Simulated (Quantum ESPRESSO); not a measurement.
Input of a Quantum ESPRESSO 7.5 run:

File pw.in:

```
&CONTROL
  calculation = 'vc-relax'
  prefix = 'pwscf'
  outdir = './tmp'
  pseudo_dir = './pseudo'
  tprnfor = .true.
  tstress = .true.
  disk_io = 'low'
  nstep = 40
  forc_conv_thr = 0.0004
  etot_conv_thr = 1d-05
/
&SYSTEM
  ibrav = 0
  nat = 1
  ntyp = 1
  ecutwfc = 63
  ecutrho = 506
  nbnd = 12
  input_dft = 'pz'
  occupations = 'smearing'
  smearing = 'fd'
  degauss = 0.00367493
/
&ELECTRONS
  conv_thr = 2d-10
  electron_maxstep = 120
  mixing_beta = 0.5
/
&IONS
  ion_dynamics = 'bfgs'
/
&CELL
  cell_dynamics = 'bfgs'
  press = 20
  press_conv_thr = 0.3
/
ATOMIC_SPECIES
Nb    92.9064 Nb.pbe-spn-kjpaw_psl.0.3.0.UPF
CELL_PARAMETERS bohr
   5.1393747576    0.0000000000    0.0000000000
   0.0000000000    5.1393747576    0.0000000000
   0.0000000000    0.0000000000    5.1393747576
ATOMIC_POSITIONS bohr
Nb     2.5696873788    2.5696873788    2.5696873788
K_POINTS automatic
10 10 10 0 0 0
```

Potentials or basis: SSSP 1.3 efficiency PBE.

Command:

```console
$ OMP_NUM_THREADS=1 pw.x -in pw.in > pw.out
```

(1) Predict the relaxed cell.

(2) Estimate the band gap on the k mesh.

(3) What does it give for the relaxed volume?

(4) Estimate the space group after relaxing (to 0.05 Å).

Answers

(1) a = 2.655 Å, b = 2.655 Å, c = 2.655 Å, α = 90.00°, β = 90.00°, γ = 90.00°.

(2) none (metal or under the smearing width).

(3) 18.71 Å³/atom.

(4) Pm-3m (No. 221).

Caveat: the potentials were made for another functional, which shifts forces and pressure.
